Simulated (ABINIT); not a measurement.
Input of an ABINIT 10.8.3 (patched build) run:

The input run.abi:

```
# Pseudopotentials
pp_dirpath "./"
pseudos "Fe.upf, O.upf"

# Structure
acell 3*1.0
rprim
     0.0000000000     4.0731159914     4.0731159914
     4.0731159914     0.0000000000     4.0731159914
     4.0731159914     4.0731159914     0.0000000000
ntypat 2
znucl 26 8
natom 2
typat 1 2
xred
     0.0000000000     0.0000000000     0.0000000000
     0.5000000000     0.5000000000     0.5000000000

# Plane-wave basis
ecut 45.0

# k points
kptopt 1
ngkpt 8 8 8
nshiftk 1
shiftk 0.0 0.0 0.0

# Exchange and correlation
ixc -116133

# Bands and occupations
nband 16
occopt 3
tsmear 0.00183747

# Spin
nsppol 2
spinat
     0.0000000000     0.0000000000     3.0000000000
     0.0000000000     0.0000000000     0.0000000000

# SCF cycle
nstep 100
tolvrs 1.0e-10

# Output
iomode 3
prtwf 0
prteig 0
prtebands 0
enunit 1
prtden 1
prtvha 1
prtvclmb 1
prtpot 1
```

Potentials or basis: PseudoDojo NC SR PBEsol v0.4.1 standard.

Run with:

```bash
$ abinit run.abi > log 2>&1
```

**Question.** Estimate the net moment.

**Answer.** 4.00 μB per cell.

**Question.** What does it give for the pressure?

**Answer.** -9.1 GPa.

**Question.** What does it give for the site moments?

**Answer.** Fe +3.55; O +0.33 μB.

Caveat: Libxc's GGAs can fail where the two spin gradients oppose each other; a cell with one magnetic atom can't hold antiferromagnetic order, which such compounds often take; semilocal functionals often make such compounds metallic where correlation or magnetic order opens a gap, which also shifts bond lengths.

**The experiment to reproduce.**

From “W\"ustite: Electric, thermodynamic and optical properties of FeO”, 2012, arxiv:1203.1201, for a bulk crystal of FeO: band gap 2.4 eV (optical).

A measured gap of FeO is 2.4 eV (optical; quoted in “W\"ustite: Electric, thermodynamic and optical properties of FeO”, 2012, arxiv:1203.1201); the calculated 0.00 eV misses it by -2.40 eV. So large a miss can be the level of theory's own, or it may mean another phase, state or a wrong row. The value is that of PBEsol on a finite k mesh, which can miss the band edges, without temperature or zero-point motion. Semilocal functionals fall short of measured gaps as a rule. The run's magnetic order (collinear spin, ferromagnetic start) needn't be the measured crystal's.
